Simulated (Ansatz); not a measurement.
A vibration from a frozen displacement in NaH

Theory: DFT PBE, scalar-relativistic, plane waves, PAW (Ansatz). Cutoff 420 eV, Γ-centred 8×8×8 k-points, Gaussian smearing of 0.05 eV. No spin polarisation. Energies are free energies at this smearing, counted from the undisturbed cell; pressure is positive in compression.

Zero of the scan (as given, not relaxed at this level; it stands at -0.7 GPa):

```yaml
crystal:
  lattice:
    - [0.00000, 2.44000, 2.44000]
    - [2.44000, 0.00000, 2.44000]
    - [2.44000, 2.44000, 0.00000]
  atoms:
    - { symbol: Na, position: [0.00000, 0.00000, 0.00000] }
    - { symbol: H, position: [0.50000, 0.50000, 0.50000] }
```

Every Na atom is moved by x along the Cartesian unit vector (0.000, 0.000, -1.000); the cell and all other atoms stay fixed. The cell's volume is 29.05 Å³; the moved atoms weigh 22.990 u together and the others 1.008 u. Some rows repeat others by symmetry and weren't run.

| x (Å) | ΔE (meV/cell) | total force on the moved atoms along the move (eV/Å) | pressure (GPa) |
| --- | --- | --- | --- |
| -0.3000 | 41.04 | 0.3188 | 0.0867 |
| -0.2625 | 30.21 | 0.2601 | -0.0952 |
| -0.2250 | 21.43 | 0.2092 | -0.2486 |
| -0.1875 | 14.44 | 0.1647 | -0.3753 |
| -0.1500 | 9.01 | 0.1256 | -0.4770 |
| -0.1125 | 4.97 | 0.0906 | -0.5547 |
| -0.0750 | 2.18 | 0.0587 | -0.6096 |
| -0.0375 | 0.54 | 0.0289 | -0.6422 |
| 0.0000 | 0.00 | 0.0000 | -0.6531 |
| 0.0375 | 0.54 | -0.0289 | -0.6422 |
| 0.0750 | 2.18 | -0.0587 | -0.6096 |
| 0.1125 | 4.97 | -0.0906 | -0.5547 |
| 0.1500 | 9.01 | -0.1256 | -0.4770 |
| 0.1875 | 14.44 | -0.1647 | -0.3753 |
| 0.2250 | 21.43 | -0.2092 | -0.2486 |
| 0.2625 | 30.21 | -0.2601 | -0.0952 |
| 0.3000 | 41.04 | -0.3188 | 0.0867 |

Question: What frequency belongs to this motion?

Answer: The force constant is k = −dF/dx = 0.771 eV/Å², from the parabola through x = -0.0375, 0 and 0.0375. In every cell the moved atoms swing against the rest, so the mass is μ = m₁m₂/(m₁ + m₂) = 0.966 u, and ν̃ = 521.5 cm⁻¹ × √(|k|/μ) = 466 cm⁻¹. To first order in x, and within 1 %, the force on every atom lies along the move and, within each of the two groups, in proportion to the atom's mass, so this is itself a mode at the zone centre of this cell, taken without macroscopic field (the transverse frequency in a polar insulator).

Question: How far does the harmonic law reach?

Answer: At x = -0.300 Å, kx²/2 = 34.68 meV against the computed 41.04 meV (+18.3 %): the well stiffens in this direction at large amplitude.

Question: The pressure changes with x². What does that say about the frequency under compression?

Answer: With E = k(V)x²/2, k ∝ V^(−2γ) and x scaling with the cell as V^(1/3), P − P0 = −∂E/∂V = (2γ − 2/3) ΔE/V. At x = 0.0750 Å, V(P − P0) = 29.05 × 0.04347 / 160.2 eV = 7.88 meV and ΔE = 2.18 meV, so γ = 1/3 + V(P − P0)/(2ΔE) = 2.14. This is the Grüneisen parameter of the motion under uniform scaling of the cell: shrinking the cell evenly by 1 % in volume raises the frequency by about 2.14 %.